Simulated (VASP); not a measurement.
# SiC in VASP 6.6.1, single-point calculation

INCAR

```
GGA = PE
LWAVE = .FALSE.
NELM = 120
LCHARG = .FALSE.
ENCUT = 520
EDIFF = 1E-7
NBANDS = 11
ISMEAR = 1
IBRION = -1
PREC = Accurate
ISIF = 2
LASPH = .TRUE.
LREAL = .FALSE.
SIGMA = 0.1
NSW = 0
```

KPOINTS

```
KPOINTS created by Atomic Simulation Environment
0
Gamma
5 5 5
0 0 0
```

POSCAR

```
Si C
 1.0000000000000000
     0.0000000000000000    2.1998328745000002    2.1998328745000002
     2.1998328745000002    0.0000000000000000    2.1998328745000002
     2.1998328745000002    2.1998328745000002    0.0000000000000000
 Si  C
   1   1
Cartesian
  0.0000000000000000  0.0000000000000000  0.0000000000000000
  1.0999164372499999  1.0999164372499999  1.0999164372499999
```

The recommended PBE PAW datasets give the neutral cell 8 valence electrons.

Command

```
mpirun -np 1 vasp_std
```

Predict the outcome of this run.

It converged. Results: gap between bands v and c on the k mesh 1.82 eV; least direct gap on the k mesh 4.75 eV; pressure -2.8 GPa. Band v is the last that the valence electrons fill when counted band by band, and c is the next.

OSZICAR

```
N       E                     dE             d eps       ncg     rms          rms(c)
DAV:   1     0.496591774521E+01    0.49659E+01   -0.39464E+03   220   0.611E+02
DAV:   2    -0.161003533080E+02   -0.21066E+02   -0.20475E+02   258   0.105E+02
DAV:   3    -0.168199200880E+02   -0.71957E+00   -0.71797E+00   274   0.173E+01
DAV:   4    -0.168229209398E+02   -0.30009E-02   -0.30007E-02   250   0.141E+00
DAV:   5    -0.168229343288E+02   -0.13389E-04   -0.13389E-04   282   0.903E-02    0.854E+00
DAV:   6    -0.150751140080E+02    0.17478E+01   -0.64607E+00   247   0.113E+01    0.376E+00
DAV:   7    -0.150305688539E+02    0.44545E-01   -0.35415E-01   253   0.340E+00    0.174E+00
DAV:   8    -0.150230950158E+02    0.74738E-02   -0.19672E-02   244   0.942E-01    0.172E-01
DAV:   9    -0.150232556430E+02   -0.16063E-03   -0.15283E-03   267   0.224E-01    0.116E-01
DAV:  10    -0.150233785710E+02   -0.12293E-03   -0.25254E-04   250   0.956E-02    0.249E-02
DAV:  11    -0.150233806588E+02   -0.20878E-05   -0.44437E-05   253   0.337E-02    0.678E-03
DAV:  12    -0.150233811444E+02   -0.48565E-06   -0.19196E-06   256   0.840E-03    0.938E-04
DAV:  13    -0.150233811705E+02   -0.26024E-07   -0.98473E-08   226   0.214E-03
   1 F= -.15023381E+02 E0= -.15023428E+02  d E =0.139150E-03
```

Standard output (part)

```
POSCAR found type information on POSCAR SiC
 POSCAR found :  2 types and       2 ions
 LDA part: xc-table for (Slater+PW92), standard interpolation
 POSCAR, INCAR and KPOINTS ok, starting setup
 WAVECAR not read
 entering main loop
```

These settings aren't sound, so the numbers aren't properties of the crystal.

On sound settings PBE gives a gap of 1.38 eV on its mesh and a pressure of -2.9 GPa for the intended cell.
